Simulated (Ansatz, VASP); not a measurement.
**InP: VASP beside Ansatz**

```
In P
1.0
     4.17947    0.00000    0.00000
    -2.08974    3.61953    0.00000
     0.00000    0.00000    9.39742
In P
3 3
Direct
  0.00000 0.50000 0.16667
  0.50000 0.50000 0.83333
  0.50000 0.00000 0.50000
  0.50000 0.50000 0.33333
  0.50000 0.00000 0.00000
  0.00000 0.50000 0.66667
```

Alike in both runs: functional PBE; k mesh 12 × 12 × 4; occupations gaussian, width 0.01 eV; no spin polarisation.

Ansatz relaxed the structure, and its values are those at the end. VASP's run is a single point on that final structure, the one shown.

|  | VASP | Ansatz |
| --- | --- | --- |
| version | VASP 6.6.1 | Ansatz 0.2.0 |
| potentials or method | VASP PAW PBE potentials, release 64 (In_d, P) | scalar-relativistic, plane waves, PAW |
| plane-wave cutoff (eV) | 520 | 420 |
| valence electrons in the cell | 54 | 54 |

Ansatz gave:

| Quantity | Value |
| --- | --- |
| gap on the k mesh at the Fermi level (eV) | 0.03 |
| least direct gap on the mesh (eV) | 0.20 |
| pressure (GPa) | 0.0 |

Question: Estimate VASP's values.

Answer: gap on the k mesh at the Fermi level (eV): 0.03; least direct gap on the mesh (eV): 0.20; pressure (GPa): -0.1.

Caveats: spin-orbit coupling is left out, which moves the levels of the heavy elements.
